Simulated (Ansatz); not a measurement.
# Si (P6/mmm) in Ansatz: further runs

Runs on Si. Level: PBE. Tasks: single point.

Program: Ansatz 0.2.0. These are calculated values, not measurements. Logs are shortened: lines on timing, memory, paths and dates and some standing lists are left out, and cuts for length are marked.

### 1 Starting point

It takes space group P6/mmm (No. 191, hexagonal). Conventional cell: a = 2.621 Å, b = 2.621 Å, c = 2.466 Å, α = 90.00°, β = 90.00°, γ = 120.00°. Si (site symmetry 6/mmm) has 8 Si at 2.47 to 2.62 Å as nearest neighbours.

This isn't the form of Si at room conditions, which is diamond.

### 2 Single point, PBE

The input, input.yaml:

```yaml
crystal:
  lattice:
    - [2.6205428149, 0.0, 0.0]
    - [-1.3102714075, 2.2694566494, 0.0]
    - [0.0, 0.0, 2.46635439]
  atoms:
    - { symbol: Si, position: [0.0, 0.0, 0.0] }
hamiltonian:
  xc: pbe
  pseudopotentials: { kind: paw }
kpoints:
  mp_grid: { grid: [12, 12, 11] }
scf:
  occupations: { method: gaussian, width: 0.013 }
output:
  forces: true
  stress: true
  eigenvalues: true
```

Potentials or basis: Ansatz PAW.

Command:

```
> ansatz run input.yaml --threads 2 --pin off --max-ram 5632MiB --backend cpu --events-out ev --progress --plain --runs-dir out
```

Log:

```text
Warning: RAYON_NUM_THREADS=2 ignored (pool sized by the plan → 2); use --threads N
Engine: ansatz 0.2.0, aarch64-unknown-linux-gnu
Pseudopotentials: kind: paw
Pseudopotential: Si, paw, valence charge 4, recommended cutoff 420 eV (normal), Si.paw.azcp
Functional definition: PBE
  parameter kappa = 0.804
  parameter beta = 0.06672455060314922
  exchange = pbe_x(kappa = kappa, mu = beta*pi^2/3)
  correlation = pbe_c(beta = beta)
Crystal: 1 atoms, lattice volume = 14.668 Å³
Basis set: ecut = 420 eV, 279 PW (Γ), exchange–correlation on 36×36×36 points (8 copies of the dense FFT grid, shifted against one another)
Bands: 6, of which v1, the nominal top of the filled ones, is band 2 counted from 1 (1 counted from 0)
Symmetry: 24 space group operations
Space group: P6/mmm (ITA 191), of the structure as read, at distance tolerance 2.4e-5 Å
k-points: 114 of 1584
Non-local potential: Si, projectors of the file, l = 0: 2, l = 1: 2, l = 2: 2
PAW form: soft (Blöchl's): semilocal exchange-correlation on the pseudo side does not see the compensation charge
PAW one-centre angular grid: Si, 110 points (default); XC on 64 Gauss nodes
Initial density: superposition of atomic densities (neutral atoms: chi_scale 0, normalization atom), corrected by the library's trained network
Initial wavefunctions: pseudopotential atomic-orbital guess
Functional: x = pbe(κ = 0.804, μ = 0.2195149727645171), c = pbe(β = 0.06672455060314922)
SCF iter   1: F=—  HF=-635.505917 eV  |F-HF|=—  |Δ(HF+E_count)|=         —  Δρ=1.86e-3  dr2=4.26e-4  ethr=1.77e-3  ⟨swp⟩=5.9  Hψ=6675  notcnv=0
preconditioner: auto → none  [insulator: Δε(μ)=0.056 eV  Ē_g=13.905 eV  σ=0.013 eV  W_gap=0.54  n_scr=0 (ndim 8)  ℏωp=19.4 eV  f_vac=0.000  D(μ)=1.31/eV (n_scr^D=20)  ε∞_Penn≈2.9]
SCF iter   2: F=—  HF=-635.505867 eV  |F-HF|=—  |Δ(HF+E_count)|=   5.00e-5  Δρ=6.89e-4  dr2=4.51e-5  ethr=1.07e-5  ⟨swp⟩=2.3  Hψ=1885  notcnv=0
SCF iter   3: F=—  HF=-635.505858 eV  |F-HF|=—  |Δ(HF+E_count)|=   9.52e-6  Δρ=1.26e-4  dr2=1.14e-6  ethr=1.13e-6  ⟨swp⟩=1.5  Hψ=770  notcnv=0
iter 4 did not close the SCF: its close was put off for the readings that it lacked (scf_convergence_deferred on its scf_iter line)
SCF iter   4: F=-635.505859 eV  HF=-635.505859 eV  |F-HF|=1.35e-8  |Δ(HF+E_count)|=   8.09e-7  Δρ=1.38e-5  dr2=2.88e-8  ethr=2.86e-8  ⟨swp⟩=2.0  Hψ=876  notcnv=0
iter 5 did not close the SCF: its close was put off for the readings that it lacked (scf_convergence_deferred on its scf_iter line)
SCF iter   5: F=-635.505859 eV  HF=-635.505859 eV  |F-HF|=1.31e-9  |Δ(HF+E_count)|=   9.95e-9  Δρ=4.41e-6  dr2=2.86e-9  ethr=7.20e-10  ⟨swp⟩=1.1  Hψ=679  notcnv=0
SCF iter   6: F=-635.505859 eV  HF=-635.505859 eV  |F-HF|=2.39e-12  |Δ(HF+E_count)|=   1.10e-9  Δρ=2.15e-7  dr2=6.68e-12  ethr=7.15e-11  ⟨swp⟩=1.9  Hψ=2141  notcnv=0
SCF 1 converged in 6 iterations: F = -635.505859 eV  dr2 = 6.68e-12
SCF converged after 6 iterations
Free energy (F): -635.505859 eV
Harris-Foulkes:  -635.505859 eV  (|F-HF|=2.39e-12)
Internal energy: -635.505748 eV  (E = F + TS)
E sigma→0 (E₀):  -635.505803 eV
Entropy (-TS):   -0.000111 eV (-0.111 meV/atom)
Fermi energy:    10.203037 eV
--- Per-component energies (eV) ---
  E_band       = 18.553383
  E_kinetic    = 41.596781
  E_local      = -0.504146  (includes V_loc(G=0)·N_el)
  E_nonlocal   = 25.494902
  E_hartree    = 1.039720
  E_xc         = -56.059419
  E_vxc        = -47.930065  (∫ρ·V_xc dr)
  E_paw        = -512.456825  (= ΣΔE_a)
  E_vpaw       = -2.183541  (= ΣTr[D̂ρ^β])
  E_aug_tail   = 0.000006  (compensation charges beyond the density's cutoff)
  E_ewald      = -134.616768
  E_smearing   = -0.000111  (= −TS)
  E_closure    = 0.000000  (closes the sum)
  Σ components = -635.505859   (vs F -635.505859, Δ=0.00e0)
--- Forces (eV/Å), atoms counted from 1 ---
  atom   1  Si     0.00000000     0.00000000     0.00000000
  max |Σ_I F_I| component: 1.03e-33 eV/Å
--- Stress (GPa, compression-positive) ---
        1.317558      -0.000000       0.000000
       -0.000000       1.317558       0.000000
        0.000000       0.000000       6.581988
  P = ⅓ Tr σ = 3.0724 GPa (30.724 kbar)
--- Band table (eV; the first three rows and the last of 114) ---
  k-point 0: bands = ["-3.8950", "17.7452", "18.2503", "20.6220", "20.6220", "22.5048"]
  k-point 1: bands = ["-3.7014", "14.6227", "20.7731", "20.7731", "21.2852", "22.6592"]
  k-point 2: bands = ["-3.1236", "11.3844", "21.2249", "21.2249", "23.1073", "23.1073"]
  k-point 113: bands = ["8.8569", "9.2736", "9.2736", "11.7310", "14.3245", "14.3245"]
```

It took 0.54 s on 2 threads of Arm Neoverse V1, shared host; peak memory 0.25 GiB.

What came out:

```yaml
Free_energy: -635.5059 eV
Pressure: 3.1 GPa
Band_gap_on_the_k_mesh: none (metal or under the smearing width)
```

Stress tensor (GPa, compression positive):
```
1.32 0.00 0.00
0.00 1.32 0.00
0.00 0.00 6.58
```

### 3 Single point, PBE

Changes to input.yaml since step 2:

```diff
@@ -13,3 +13,3 @@
 scf:
-  occupations: { method: gaussian, width: 0.013 }
+  occupations: { method: gaussian, width: 0.014 }
 output:
@@ -18 +18,5 @@
   eigenvalues: true
+  write_density: true
+  write_potential: true
+  elf: true
+  volumetric_format: npy
```

Potentials or basis: Ansatz PAW.

Command:

```
> ansatz run input.yaml --threads 2 --pin off --max-ram 5632MiB --backend cpu --events-out ev --progress --plain --runs-dir out
```

It took 0.69 s on 2 threads of Arm Neoverse V1, shared host; peak memory 0.25 GiB.

The run converged. Its results:

- Free energy: -635.5059 eV
- Pressure: 3.1 GPa
- Band gap on the k mesh: none (metal or under the smearing width)

Stress tensor (GPa, compression positive):
```
1.32 0.00 0.00
0.00 1.32 0.00
0.00 0.00 6.58
```

Levels at points of the mesh, in eV from the Fermi level:
```
            k point  band 1  band 2  band 3  band 4  band 5  band 6
 (0.00, 0.00, 0.00)  -14.10    7.54    8.05   10.42   10.42   12.30
(0.00, -0.50, 0.00)   -7.59   -6.77    5.20    6.55   12.94   15.17
```

### 4 Single point, PBE

Changes to input.yaml since step 3:

```diff
@@ -13,3 +13,3 @@
 scf:
-  occupations: { method: gaussian, width: 0.014 }
+  occupations: { method: gaussian, width: 0.015 }
 output:
@@ -18,5 +18 @@
   eigenvalues: true
-  write_density: true
-  write_potential: true
-  elf: true
-  volumetric_format: npy
```

Command:

```
> ansatz run input.yaml --threads 2 --pin off --max-ram 5632MiB --backend cpu --events-out ev --progress --plain --runs-dir out
```

It took 0.53 s on 2 threads of Arm Neoverse V1, shared host; peak memory 0.25 GiB.

The run converged. Its results:

| Quantity | Value |
| --- | --- |
| Free energy | -635.5059 eV |
| Pressure | 3.1 GPa |
| Band gap on the k mesh | none (metal or under the smearing width) |

Stress tensor (GPa, compression positive):
```
1.32 0.00 0.00
0.00 1.32 0.00
0.00 0.00 6.58
```

Levels at points of the mesh, in eV from the Fermi level:
```csv
k point,band 1,band 2,band 3,band 4,band 5
"(0.00, 0.00, 0.00)",-14.10,7.54,8.05,10.42,10.42
"(0.00, -0.50, 0.00)",-7.59,-6.77,5.20,6.55,12.94
```

### 5 Single point, PBE

Changes to input.yaml since step 4:

```diff
@@ -13,3 +13,3 @@
 scf:
-  occupations: { method: gaussian, width: 0.015 }
+  occupations: { method: gaussian, width: 0.016 }
 output:
```

Potentials or basis: Ansatz PAW.

Command:

```
> ansatz run input.yaml --threads 2 --pin off --max-ram 5632MiB --backend cpu --events-out ev --progress --plain --runs-dir out
```

Log:

```text
Warning: RAYON_NUM_THREADS=2 ignored (pool sized by the plan → 2); use --threads N
Engine: ansatz 0.2.0, aarch64-unknown-linux-gnu
Pseudopotentials: kind: paw
Pseudopotential: Si, paw, valence charge 4, recommended cutoff 420 eV (normal), Si.paw.azcp
Functional definition: PBE
  parameter kappa = 0.804
  parameter beta = 0.06672455060314922
  exchange = pbe_x(kappa = kappa, mu = beta*pi^2/3)
  correlation = pbe_c(beta = beta)
Crystal: 1 atoms, lattice volume = 14.668 Å³
Basis set: ecut = 420 eV, 279 PW (Γ), exchange–correlation on 36×36×36 points (8 copies of the dense FFT grid, shifted against one another)
Bands: 6, of which v1, the nominal top of the filled ones, is band 2 counted from 1 (1 counted from 0)
Symmetry: 24 space group operations
Space group: P6/mmm (ITA 191), of the structure as read, at distance tolerance 2.4e-5 Å
k-points: 114 of 1584
Non-local potential: Si, projectors of the file, l = 0: 2, l = 1: 2, l = 2: 2
PAW form: soft (Blöchl's): semilocal exchange-correlation on the pseudo side does not see the compensation charge
PAW one-centre angular grid: Si, 110 points (default); XC on 64 Gauss nodes
Initial density: superposition of atomic densities (neutral atoms: chi_scale 0, normalization atom), corrected by the library's trained network
Initial wavefunctions: pseudopotential atomic-orbital guess
Functional: x = pbe(κ = 0.804, μ = 0.2195149727645171), c = pbe(β = 0.06672455060314922)
SCF iter   1: F=—  HF=-635.505943 eV  |F-HF|=—  |Δ(HF+E_count)|=         —  Δρ=1.86e-3  dr2=4.26e-4  ethr=1.77e-3  ⟨swp⟩=5.9  Hψ=6675  notcnv=0
preconditioner: auto → none  [insulator: Δε(μ)=0.056 eV  Ē_g=13.905 eV  σ=0.016 eV  W_gap=0.54  n_scr=0 (ndim 8)  ℏωp=19.4 eV  f_vac=0.000  D(μ)=1.06/eV (n_scr^D=8)  ε∞_Penn≈2.9]
SCF iter   2: F=—  HF=-635.505893 eV  |F-HF|=—  |Δ(HF+E_count)|=   5.00e-5  Δρ=6.89e-4  dr2=4.51e-5  ethr=1.07e-5  ⟨swp⟩=2.2  Hψ=1829  notcnv=0
SCF iter   3: F=—  HF=-635.505883 eV  |F-HF|=—  |Δ(HF+E_count)|=   9.52e-6  Δρ=1.26e-4  dr2=1.14e-6  ethr=1.13e-6  ⟨swp⟩=1.5  Hψ=770  notcnv=0
iter 4 did not close the SCF: its close was put off for the readings that it lacked (scf_convergence_deferred on its scf_iter line)
SCF iter   4: F=-635.505884 eV  HF=-635.505884 eV  |F-HF|=1.35e-8  |Δ(HF+E_count)|=   8.10e-7  Δρ=1.38e-5  dr2=2.88e-8  ethr=2.86e-8  ⟨swp⟩=2.0  Hψ=877  notcnv=0
iter 5 did not close the SCF: its close was put off for the readings that it lacked (scf_convergence_deferred on its scf_iter line)
SCF iter   5: F=-635.505884 eV  HF=-635.505884 eV  |F-HF|=1.31e-9  |Δ(HF+E_count)|=   9.84e-9  Δρ=4.41e-6  dr2=2.87e-9  ethr=7.20e-10  ⟨swp⟩=1.1  Hψ=677  notcnv=0
SCF iter   6: F=-635.505884 eV  HF=-635.505884 eV  |F-HF|=2.39e-12  |Δ(HF+E_count)|=   1.09e-9  Δρ=2.14e-7  dr2=6.65e-12  ethr=7.16e-11  ⟨swp⟩=1.9  Hψ=2141  notcnv=0
SCF 1 converged in 6 iterations: F = -635.505884 eV  dr2 = 6.65e-12
SCF converged after 6 iterations
Free energy (F): -635.505884 eV
Harris-Foulkes:  -635.505884 eV  (|F-HF|=2.39e-12)
Internal energy: -635.505748 eV  (E = F + TS)
E sigma→0 (E₀):  -635.505816 eV
Entropy (-TS):   -0.000136 eV (-0.136 meV/atom)
Fermi energy:    10.203259 eV
--- Per-component energies (eV) ---
  E_band       = 18.553383
  E_kinetic    = 41.596781
  E_local      = -0.504146  (includes V_loc(G=0)·N_el)
  E_nonlocal   = 25.494902
  E_hartree    = 1.039720
  E_xc         = -56.059419
  E_vxc        = -47.930065  (∫ρ·V_xc dr)
  E_paw        = -512.456825  (= ΣΔE_a)
  E_vpaw       = -2.183541  (= ΣTr[D̂ρ^β])
  E_aug_tail   = 0.000006  (compensation charges beyond the density's cutoff)
  E_ewald      = -134.616768
  E_smearing   = -0.000136  (= −TS)
  E_closure    = 0.000000  (closes the sum)
  Σ components = -635.505884   (vs F -635.505884, Δ=0.00e0)
--- Forces (eV/Å), atoms counted from 1 ---
  atom   1  Si     0.00000000     0.00000000     0.00000000
  max |Σ_I F_I| component: 5.14e-34 eV/Å
--- Stress (GPa, compression-positive) ---
        1.317559       0.000000       0.000000
        0.000000       1.317559       0.000000
        0.000000       0.000000       6.581988
  P = ⅓ Tr σ = 3.0724 GPa (30.724 kbar)
--- Band table (eV; the first three rows and the last of 114) ---
  k-point 0: bands = ["-3.8950", "17.7452", "18.2503", "20.6220", "20.6220", "22.5048"]
  k-point 1: bands = ["-3.7014", "14.6227", "20.7731", "20.7731", "21.2852", "22.6592"]
  k-point 2: bands = ["-3.1236", "11.3844", "21.2249", "21.2249", "23.1073", "23.1073"]
  k-point 113: bands = ["8.8569", "9.2736", "9.2736", "11.7310", "14.3245", "14.3245"]
```

Run time: 0.53 s. Hardware: 2 threads of Arm Neoverse V1, shared host; peak memory 0.25 GiB.

What came out:

- Free energy: -635.5059 eV
- Pressure: 3.1 GPa
- Band gap on the k mesh: none (metal or under the smearing width)

### 6 Single point, PBE

Changes to input.yaml since step 5:

```diff
@@ -13,3 +13,3 @@
 scf:
-  occupations: { method: gaussian, width: 0.016 }
+  occupations: { method: gaussian, width: 0.017 }
 output:
```

Potentials or basis: Ansatz PAW.

Command:

```
> ansatz run input.yaml --threads 2 --pin off --max-ram 5632MiB --backend cpu --events-out ev --progress --plain --runs-dir out
```

Log:

```text
Warning: RAYON_NUM_THREADS=2 ignored (pool sized by the plan → 2); use --threads N
Engine: ansatz 0.2.0, aarch64-unknown-linux-gnu
Pseudopotentials: kind: paw
Pseudopotential: Si, paw, valence charge 4, recommended cutoff 420 eV (normal), Si.paw.azcp
Functional definition: PBE
  parameter kappa = 0.804
  parameter beta = 0.06672455060314922
  exchange = pbe_x(kappa = kappa, mu = beta*pi^2/3)
  correlation = pbe_c(beta = beta)
Crystal: 1 atoms, lattice volume = 14.668 Å³
Basis set: ecut = 420 eV, 279 PW (Γ), exchange–correlation on 36×36×36 points (8 copies of the dense FFT grid, shifted against one another)
Bands: 6, of which v1, the nominal top of the filled ones, is band 2 counted from 1 (1 counted from 0)
Symmetry: 24 space group operations
Space group: P6/mmm (ITA 191), of the structure as read, at distance tolerance 2.4e-5 Å
k-points: 114 of 1584
Non-local potential: Si, projectors of the file, l = 0: 2, l = 1: 2, l = 2: 2
PAW form: soft (Blöchl's): semilocal exchange-correlation on the pseudo side does not see the compensation charge
PAW one-centre angular grid: Si, 110 points (default); XC on 64 Gauss nodes
Initial density: superposition of atomic densities (neutral atoms: chi_scale 0, normalization atom), corrected by the library's trained network
Initial wavefunctions: pseudopotential atomic-orbital guess
Functional: x = pbe(κ = 0.804, μ = 0.2195149727645171), c = pbe(β = 0.06672455060314922)
SCF iter   1: F=—  HF=-635.505951 eV  |F-HF|=—  |Δ(HF+E_count)|=         —  Δρ=1.86e-3  dr2=4.26e-4  ethr=1.77e-3  ⟨swp⟩=5.9  Hψ=6675  notcnv=0
preconditioner: auto → none  [insulator: Δε(μ)=0.056 eV  Ē_g=13.905 eV  σ=0.017 eV  W_gap=0.54  n_scr=0 (ndim 8)  ℏωp=19.4 eV  f_vac=0.000  D(μ)=1.00/eV (n_scr^D=8)  ε∞_Penn≈2.9]
SCF iter   2: F=—  HF=-635.505901 eV  |F-HF|=—  |Δ(HF+E_count)|=   5.00e-5  Δρ=6.89e-4  dr2=4.51e-5  ethr=1.07e-5  ⟨swp⟩=2.1  Hψ=1809  notcnv=0
SCF iter   3: F=—  HF=-635.505892 eV  |F-HF|=—  |Δ(HF+E_count)|=   9.52e-6  Δρ=1.26e-4  dr2=1.14e-6  ethr=1.13e-6  ⟨swp⟩=1.5  Hψ=770  notcnv=0
iter 4 did not close the SCF: its close was put off for the readings that it lacked (scf_convergence_deferred on its scf_iter line)
SCF iter   4: F=-635.505893 eV  HF=-635.505893 eV  |F-HF|=1.35e-8  |Δ(HF+E_count)|=   8.10e-7  Δρ=1.38e-5  dr2=2.88e-8  ethr=2.86e-8  ⟨swp⟩=2.0  Hψ=877  notcnv=0
iter 5 did not close the SCF: its close was put off for the readings that it lacked (scf_convergence_deferred on its scf_iter line)
SCF iter   5: F=-635.505893 eV  HF=-635.505893 eV  |F-HF|=1.31e-9  |Δ(HF+E_count)|=   9.92e-9  Δρ=4.41e-6  dr2=2.86e-9  ethr=7.19e-10  ⟨swp⟩=1.1  Hψ=677  notcnv=0
SCF iter   6: F=-635.505893 eV  HF=-635.505893 eV  |F-HF|=1.93e-12  |Δ(HF+E_count)|=   1.12e-9  Δρ=2.13e-7  dr2=6.57e-12  ethr=7.16e-11  ⟨swp⟩=1.9  Hψ=2141  notcnv=0
SCF 1 converged in 6 iterations: F = -635.505893 eV  dr2 = 6.57e-12
SCF converged after 6 iterations
Free energy (F): -635.505893 eV
Harris-Foulkes:  -635.505893 eV  (|F-HF|=1.93e-12)
Internal energy: -635.505748 eV  (E = F + TS)
E sigma→0 (E₀):  -635.505820 eV
Entropy (-TS):   -0.000145 eV (-0.145 meV/atom)
Fermi energy:    10.203333 eV
--- Per-component energies (eV) ---
  E_band       = 18.553383
  E_kinetic    = 41.596781
  E_local      = -0.504146  (includes V_loc(G=0)·N_el)
  E_nonlocal   = 25.494902
  E_hartree    = 1.039720
  E_xc         = -56.059419
  E_vxc        = -47.930065  (∫ρ·V_xc dr)
  E_paw        = -512.456825  (= ΣΔE_a)
  E_vpaw       = -2.183541  (= ΣTr[D̂ρ^β])
  E_aug_tail   = 0.000006  (compensation charges beyond the density's cutoff)
  E_ewald      = -134.616768
  E_smearing   = -0.000145  (= −TS)
  E_closure    = 0.000000  (closes the sum)
  Σ components = -635.505893   (vs F -635.505893, Δ=0.00e0)
--- Forces (eV/Å), atoms counted from 1 ---
  atom   1  Si     0.00000000     0.00000000     0.00000000
  max |Σ_I F_I| component: 5.14e-34 eV/Å
--- Stress (GPa, compression-positive) ---
        1.317559      -0.000000       0.000000
       -0.000000       1.317559       0.000000
        0.000000       0.000000       6.581987
  P = ⅓ Tr σ = 3.0724 GPa (30.724 kbar)
--- Band table (eV; the first three rows and the last of 114) ---
  k-point 0: bands = ["-3.8950", "17.7452", "18.2503", "20.6220", "20.6220", "22.5048"]
  k-point 1: bands = ["-3.7014", "14.6227", "20.7731", "20.7731", "21.2852", "22.6592"]
  k-point 2: bands = ["-3.1236", "11.3844", "21.2249", "21.2249", "23.1073", "23.1073"]
  k-point 113: bands = ["8.8569", "9.2736", "9.2736", "11.7310", "14.3245", "14.3245"]
```

Wall time 0.53 s (2 threads of Arm Neoverse V1, shared host); peak memory 0.25 GiB.

What came out:

```yaml
Free_energy: -635.5059 eV
Pressure: 3.1 GPa
Band_gap_on_the_k_mesh: none (metal or under the smearing width)
```

### 7 Overview

```csv
smearing,gap on the mesh (eV),pressure (GPa)
gaussian 0.013 eV,none,3.1
gaussian 0.014 eV,none,3.1
gaussian 0.015 eV,none,3.1
gaussian 0.016 eV,none,3.1
gaussian 0.017 eV,none,3.1
```

Alike in all rows: task single point; level PBE; potentials or basis Ansatz PAW; no spin polarisation; cell as given; k mesh 12 × 12 × 11; cutoff (eV) 420.

Every run on the cell as given and a fine mesh finds a metal.

Total energies depend on the potentials used, so only differences within one code and one set of settings carry meaning.
